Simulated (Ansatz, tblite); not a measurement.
InAgSe₂: GFN2-xTB, run from Python

These are simulated results from tblite 0.8.0, not measurements. The cell began as a measured structure and was relaxed with r2SCAN in plane waves (Ansatz 0.2.0). All runs are without spin polarisation.

The symmetry is I-42d (No. 122, tetragonal); conventional cell a = 6.146 Å, c = 11.894 Å, 28.08 Å³ an atom. In is surrounded by 4 Se at 2.61 Å; Ag is surrounded by 4 Se at 2.66 Å; Se is surrounded by 2 In at 2.61 Å and 2 Ag at 2.66 Å.

tblite solves periodic systems at the zone centre alone, so the script builds a cluster of 2×2×1 conventional cells (64 atoms), which folds in a coarse mesh of k points.

The script, run.py:

```python
import json
from ase import Atoms
from ase.build import make_supercell
from ase.units import Bohr, GPa, Hartree
from tblite.interface import Calculator

atoms = Atoms(['In', 'In', 'Ag', 'Ag', 'Se', 'Se', 'Se', 'Se'],
              cell=[[-3.07313073, 3.07313073, 5.94707112], [3.07313073, -3.07313073, 5.94707112], [3.07313073, 3.07313073, -5.94707112]],
              scaled_positions=[[0.5, 0.5, 0.0], [0.25, 0.75, 0.5], [0.0, 0.0, 0.0], [0.75, 0.25, 0.5], [0.375, 0.381690791, 0.506690791], [0.618309209, 0.125, -0.006690791], [0.875, 0.868309209, 0.493309209], [0.131690791, 0.625, 0.006690791]],
              pbc=True)
cluster = make_supercell(atoms, [[0, 2, 2], [2, 0, 2], [1, 1, 0]])
calc = Calculator('GFN2-xTB', cluster.numbers, cluster.positions / Bohr, lattice=cluster.cell[:] / Bohr, periodic=cluster.pbc)
calc.set('temperature', 0.02 / Hartree)
calc.set('max-iter', 150)
res = calc.singlepoint()
levels = res.get('orbital-energies') * Hartree
nv = round(res.get('orbital-occupations').sum() / 2)
cells = len(cluster) // len(atoms)
out = {'energy_per_cell': res.get('energy') * Hartree / cells, 'homo': levels[nv - 1], 'lumo': levels[nv],
       'stress': (-res.get('virial') * Hartree / cluster.get_volume() / GPa).tolist(), 'charges': res.get('charges')[:len(atoms)].tolist(), 'electrons': 2 * nv / cells}
json.dump(out, open('results.json', 'w'))
for key, value in out.items():
    print(key, value)
```

Command: `python run.py`. It took 5.6 s on 1 thread of Arm Neoverse V1, with other jobs on the host, peak memory 0.13 GiB.

Output:

```
------------------------------------------------------------
  cycle        total energy    energy error   density error
------------------------------------------------------------
      1     -185.4368954976  -1.8575838E+02   2.4260410E-01
      2     -186.6756460446  -1.2387505E+00   1.9226189E-01
      3     -186.9953159741  -3.1966993E-01   7.1780608E-02
      4     -187.0152789533  -1.9962979E-02   2.1007883E-02
      5     -187.0156287693  -3.4981595E-04   6.5809597E-03
      6     -187.0157416266  -1.1285731E-04   2.7781971E-03
      7     -187.0157432303  -1.6037392E-06   1.4676553E-03
      8     -187.0157410866   2.1437800E-06   1.0902491E-03
      9     -187.0157460866  -5.0000459E-06   3.2922043E-04
     10     -187.0157462674  -1.8079183E-07   1.1856741E-04
     11     -187.0157463262  -5.8785190E-08   5.4837374E-05
     12     -187.0157463450  -1.8832537E-08   9.6831440E-06
------------------------------------------------------------

 total:                                   4.931 sec
energy_per_cell -636.1197083037007
homo -9.58626898072302
lumo -8.716185470106568
stress [[3.0389081268563607, -1.8178036946900907e-06, -1.7865138987646073e-06], [-1.8178036948082518e-06, 3.038911701954159, -1.5687954398091187e-06], [-1.7865138988845353e-06, -1.5687954397986523e-06, 2.6865989516648514]]
charges [0.289782155083015, 0.28982956433580265, 0.18998081249730708, 0.19000250214872605, -0.23994434898408493, -0.23991275465997017, -0.23993311619859464, -0.23990835736974409]
electrons 52.0
```

The cycle table is in hartree for the whole cluster, and the lines after it are in eV (the energy for one cell). The printed stress is in GPa and positive in compression, and the pressure is its mean diagonal.

GFN2-xTB gives a gap of 0.87 eV. On the same cell, plane-wave PBE (Ansatz, 6×6×6 k points and the special points) gives a level spacing of 0.01 eV, too small to call a gap and r2SCAN a gap of 0.39 eV; on shared hosts these took about 68 and 130 core-seconds on the 8-atom cell, against 5.6 for the script. Semilocal gaps usually lie below measured ones. It shows a gap where PBE has none, though the cluster may miss the k points where PBE's bands overlap. xTB was fitted to molecules, so gaps, charges and pressures of solids can be far off, and the gap also depends on the size of the cluster.

The same script was run on cells scaled at fixed shape and fractional coordinates:

```tsv
volume (Å³/atom)	energy (meV/atom)	pressure (GPa, positive in compression)	gap (eV)
24.71	138.9	11.24	1.90
26.40	47.9	6.33	1.32
28.08	0.0	2.92	0.87
29.77	-18.1	0.60	0.53
31.45	-14.6	-1.11	0.27
```

A Birch-Murnaghan fit puts the minimum at 30.27 Å³/atom, 7.8 % above the given cell, with a bulk modulus of 32.5 GPa at fixed shape.

xTB was fitted mostly to molecules, and a small cluster samples few k points, so gaps, pressures and kinks along a curve can be far from a solid's.

Spin-orbit coupling is left out, which matters wherever the heavy atoms make up the band edges.
